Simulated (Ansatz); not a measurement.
The cell below belongs to a search over invented structures; it isn't taken from experiment.

Input and command of a plane-wave DFT calculation in Ansatz:

```yaml
crystal:
  lattice:
    - [6.42879918, 0.0, 0.0]
    - [0.0, 6.42879918, 0.0]
    - [0.0, 0.0, 6.42879918]
  atoms:
    - { symbol: Cu, position: [0.0, 0.0, 0.0], spin: 1.0 }
    - { symbol: Cu, position: [0.5, 0.5, 0.5], spin: 1.0 }
    - { symbol: I, position: [0.25, 0.0, 0.5] }
    - { symbol: I, position: [0.5, 0.75, 0.0] }
    - { symbol: I, position: [0.75, 0.0, 0.5] }
    - { symbol: I, position: [0.5, 0.25, 0.0] }
    - { symbol: I, position: [0.0, 0.5, 0.75] }
    - { symbol: I, position: [0.0, 0.5, 0.25] }
basis:
  ecutwfc: 420
kpoints:
  mp_grid: { grid: [2, 2, 2] }
hamiltonian:
  xc: pbe
scf:
  occupations: { method: gaussian, width: 0.15 }
  lower_state_search: "off"
output:
  forces: true
  stress: true
  eigenvalues: true
  populations: true
magnetization:
  spin_polarized: true
relax:
  adjacent_minimum: "off"
  f_tol: 0.08
  max_steps: 16
  cell: { stress_tol: 0.8 }
```

```bash
ansatz run input.yaml --threads 1 --pin off --max-ram 2560MiB --backend cpu --events-out ev --progress --plain --runs-dir out
```

Processor: AMD EPYC (Zen 3), 1 thread, on a host shared with other jobs.

Question: Estimate time, memory and problem size.

Answer: About 94 s, peak memory 0.67 GiB. It solves 86 bands at 4 k points (after reduction by symmetry) with about 4945 plane waves (on the last cell), in 32 SCF iterations over 3 ionic steps.
